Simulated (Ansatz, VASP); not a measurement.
## One calculation of SnTe, two programs

The input INCAR:

```
SYSTEM = SnTe
ALGO = Normal ; EDIFF = 1E-6
ENCUT = 520 ; GGA = PE
ISIF = 2 ; ISMEAR = -1
LASPH = .True. ; LCHARG = .False.
LREAL = .False. ; LWAVE = .False.
NBANDS = 17 ; NELM = 100
PREC = Accurate ; SIGMA = 0.05
```

Contents of KPOINTS:

```
k-points
0
Gamma
  5 5 5
  0 0 0
```

The input POSCAR:

```
SnTe
1.0
    0.0000000000      3.1508500000      3.1508500000
    3.1508500000      0.0000000000      3.1508500000
    3.1508500000      3.1508500000      0.0000000000
Te Sn
1 1
Direct
    0.5000000000      0.5000000000      0.5000000000
    0.0000000000      0.0000000000      0.0000000000
```

Contents of input.yaml:

```yaml
crystal:
  lattice:
    - [0.0, 3.15085, 3.15085]
    - [3.15085, 0.0, 3.15085]
    - [3.15085, 3.15085, 0.0]
  atoms:
    - { symbol: Te, position: [0.5, 0.5, 0.5] }
    - { symbol: Sn, position: [0.0, 0.0, 0.0] }
hamiltonian:
  xc: pbe
  pseudopotentials: { kind: paw }
kpoints:
  mp_grid: { grid: [5, 5, 5] }
scf:
  occupations: { method: fermi_dirac, width: 0.05 }
output:
  forces: true
  stress: true
  eigenvalues: true
  write_density: true
  write_potential: true
  elf: true
  volumetric_format: npy
```

Alike in both runs: task single point; functional PBE; k mesh 5 × 5 × 5; occupations fermi-dirac, width 0.05 eV; no spin polarisation.

```csv
,VASP,Ansatz
version,VASP 6.6.1,Ansatz 0.2.0
potentials or method,"VASP PAW PBE potentials, release 64 (Te, Sn_d)",Ansatz PAW
plane-wave cutoff (eV),520,420
valence electrons in the cell,20,30
```

```csv
,VASP,Ansatz,Ansatz less VASP
gap on the k mesh at the Fermi level (eV),0.92,0.92,+0.001
least direct gap on the mesh (eV),0.92,0.92,+0.001
pressure (GPa),2.2,2.2,+0.06
```

The two sets of potentials don't hold the same shells in valence.

Spin-orbit coupling is left out, which matters for the levels of Te.
